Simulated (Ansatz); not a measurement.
# SiGe: a line through a two-coordinate scan

One line of a two-coordinate grid on SiGe (P6_3mc, No. 186; 4 atoms in the cell): c/a of the conventional cell is varied, at volume per atom = 22.07 Å³.

Computed with Ansatz 0.2.0 (DFT PBEsol, scalar-relativistic, plane waves, PAW, unless a step's input says otherwise).

2 further runs of the same task are left out: 2 set aside as unsound or not needed.

## Step 1: The starting structure

The structure is hexagonal, space group P6_3mc (No. 186). The conventional cell has a = 3.900 Å, b = 3.900 Å, c = 6.443 Å, α = 90.00°, β = 90.00°, γ = 120.00°. Around Si (site symmetry 3m) lie 4 Ge at 2.39 to 2.41 Å. Ge (site symmetry 3m) has 4 Si at 2.39 to 2.41 Å as nearest neighbours.

As a file:

```cif
data_structure
_symmetry_space_group_name_H-M 'P6_3mc'
_symmetry_Int_Tables_number 186
_cell_length_a 3.9005
_cell_length_b 3.9005
_cell_length_c 6.4432
_cell_angle_alpha 90.000
_cell_angle_beta 90.000
_cell_angle_gamma 120.000
_cell_volume 84.89
loop_
_atom_site_label
_atom_site_type_symbol
_atom_site_symmetry_multiplicity
_atom_site_Wyckoff_symbol
_atom_site_fract_x
_atom_site_fract_y
_atom_site_fract_z
_atom_site_occupancy
Si1 Si 2 b 0.66667 0.33333 0.87455 1
Ge1 Ge 2 b 0.66667 0.33333 0.50045 1
```

It goes back to an entry of the Materials Project, which need not be the stable form.

It is the result of an earlier relaxation at this level (volume 21.22 Å³/atom; gap on the mesh: 0.35 eV).

## Step 2: Plan of the line

The energy is mapped over volume and the cell's shape.

- volume per atom: 5 values from 19.52 to 22.92 Å³
- c/a of the conventional cell: 5 values from 1.377 to 1.982

Nothing else is relaxed (fractional coordinates fixed). Energies count from the relaxed crystal. Points are written as (first, second).

## Step 3: Grid point (22.07 Å³, 1.377)

Input file input.yaml:

```yaml
crystal:
  lattice:
    - [4.1989983336, 0.0, 0.0]
    - [-2.0994991668, 3.6364392273, 0.0]
    - [0.0, 0.0, 5.7820207053]
  atoms:
    - { symbol: Si, position: [0.6666666667, 0.3333333333, 0.8745463082] }
    - { symbol: Si, position: [0.3333333333, 0.6666666667, 0.3745463082] }
    - { symbol: Ge, position: [0.6666666667, 0.3333333333, 0.5004526918] }
    - { symbol: Ge, position: [0.3333333333, 0.6666666667, 0.0004526918] }
basis:
  ecutwfc: 420
kpoints:
  mp_grid: { grid: [12, 12, 6] }
hamiltonian:
  xc: pbesol
  pseudopotentials: { kind: paw, azcp: { folder: soft_1 } }
scf:
  occupations: { method: gaussian, width: 0.03 }
output:
  forces: true
  stress: true
  eigenvalues: true
```

On the command line:

```console
ansatz run input.yaml --threads 1 --pin off --max-ram 2048MiB --backend cpu --events-out ev --progress --plain --runs-dir out
```

The session goes on with these runs: the other points of the line.

**Question.** What will these runs give? Wanted: for each run, c/a of the conventional cell; energy; slope; pressure; largest force on an atom.

**Answer**, as computed:

```
c/a of the conventional cell  step  energy (meV/atom)  slope (meV/atom per unit)  pressure (GPa)  band gap on the k-mesh (eV)  largest force on an atom (eV/Å)
                       1.377     3                330                      −2741            1.95                         0.00                             2.87
                       1.508     4                 83                      −1137           −1.73                         0.00                             1.07
                       1.652     5                  8                          0           −2.91                         0.30                             0.01
                       1.809     6                 72                        741           −1.97                         0.08                             0.51
                       1.982     7                235                       1070            0.54                         0.00                             0.73
```

Energies count from the relaxed crystal. Slopes come from the forces (and the stress, where the cell changes), not from differences of energies.

The lowest point of the line is at 1.652, 8 meV/atom from the zero. Energies and slopes round the minimum, fitted together, put the minimum at 1.6520, with a curvature of about 6100 meV/atom per (unit)². The highest point computed, at 1.377, lies 322 meV/atom above the lowest. The gap on the mesh reads zero on part of the line; semilocal functionals close small gaps early. This is one cut through a surface in two coordinates; the map's lowest point lies off it. A rigid map gives upper bounds: relaxing the other coordinates can only lower a point. The gap on the mesh closes on part of the grid.
